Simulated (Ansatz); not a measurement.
Wanted: the native input for an Ansatz 0.2.0 run.

| Quantity | Value |
| --- | --- |
| Task | band structure |
| Functional | RPBE |
| Potentials or basis | Ansatz PAW |
| Cutoff | 420 eV (not typed: the program's choice for these potentials) |
| k mesh | 5 × 5 × 5 |
| Occupations | fermi-dirac, width 0.05 eV |
| Spin | no spin polarisation |
| Path | [["G", "X", "M", "G", "Z", "P", "N", "Z1", "M"], ["X", "P"]] |
| Points for each segment of the path | 14 |

Crystal: Sn.

```xyz
2
Lattice="-2.9401 2.9401 1.5993 2.9401 -2.9401 1.5993 2.9401 2.9401 -1.5993" Properties=species:S:1:pos:R:3 pbc="T T T"
Sn    0.0000    0.0000    0.0000
Sn    0.0000    2.9401    0.7997
```

One way to write it, as run:

input.yaml

```yaml
crystal:
  lattice:
    - [-2.9401404553, 2.9401404553, 1.5993019889]
    - [2.9401404553, -2.9401404553, 1.5993019889]
    - [2.9401404553, 2.9401404553, -1.5993019889]
  atoms:
    - { symbol: Sn, position: [0.0, 0.0, 0.0] }
    - { symbol: Sn, position: [0.75, 0.25, 0.5] }
hamiltonian:
  xc: rpbe
  pseudopotentials: { kind: paw }
kpoints:
  mp_grid: { grid: [5, 5, 5] }
  band_path:
    path:
      - [[0.0, 0.0, 0.0], [0.0, 0.0, 0.5], [-0.5, 0.5, 0.5], [0.0, 0.0, 0.0], [0.3239715651, 0.3239715651, -0.3239715651], [0.25, 0.25, 0.25], [0.0, 0.5, 0.0], [-0.3239715651, 0.6760284349, 0.3239715651], [-0.5, 0.5, 0.5]]
      - [[0.0, 0.0, 0.5], [0.25, 0.25, 0.25]]
    npoints: 14
scf:
  occupations: { method: fermi_dirac, width: 0.05 }
  n_extra_bands: 6
output:
  forces: true
  stress: true
  eigenvalues: true
  fatbands: false
  write_density: true
  write_potential: true
  elf: true
  volumetric_format: npy
```

Potentials or basis: Ansatz PAW.

Command:

```console
$ ansatz run input.yaml --threads 2 --pin off --max-ram 5632MiB --backend cpu --events-out ev --progress --plain --runs-dir out
```

It gave:

The pressure is 3.3 GPa. The band gap on the k mesh is none (metal or under the smearing width).

Caveat: the k mesh is coarse (spacing up to 0.45 Å⁻¹), so the values aren't converged; spin-orbit coupling is left out, which moves the levels of the heavy elements; the PAW data sets come from PBE, with cores solved anew for the run's functional, which leaves a small shift of forces and pressure.

Run time: 2 s on 2 threads of Intel(R) Xeon(R) 6975P-C (Granite Rapids), on a shared host, peak memory 0.36 GiB.
